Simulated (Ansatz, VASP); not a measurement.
MgS in VASP and in Ansatz

```xyz
2
Lattice="4.6198 0.0000 0.0000 0.0000 1.4321 2.6209 0.0000 -1.4321 2.6209" Properties=species:S:1:pos:R:3 pbc="T T T"
Mg    2.3099    0.0000    3.4626
S     0.0000    0.0000    1.7793
```

Change from the starting cell: species swapped into the CdAg type (Amm2, No. 38).

Alike in both runs: task relaxation of cell and atoms; functional PBE; k mesh 4 × 6 × 6; occupations gaussian, width 0.1 eV; no spin polarisation.

|  | VASP | Ansatz |
| --- | --- | --- |
| version | VASP 6.6.1 | Ansatz 0.2.0 |
| potentials or method | VASP PAW PBE potentials, release 64 (Mg, S) | scalar-relativistic, plane waves, PAW |
| plane-wave cutoff (eV) | 600 | 420 |
| valence electrons in the cell | 8 | 16 |

```csv
,VASP,Ansatz,Ansatz less VASP
"gap on the k mesh at the Fermi level, each at its own relaxed structure (eV)",1.12,1.14,+0.028
relaxed volume (Å³/atom),18.63,18.70,+0.065
relaxed cell length with the largest relative difference (Å),3.307,3.313,+0.0063
energy change over the relaxation (meV/atom),-1269,-1272,-2.5
```

The two sets of potentials don't hold the same shells in valence.

A k mesh can miss the band edges.
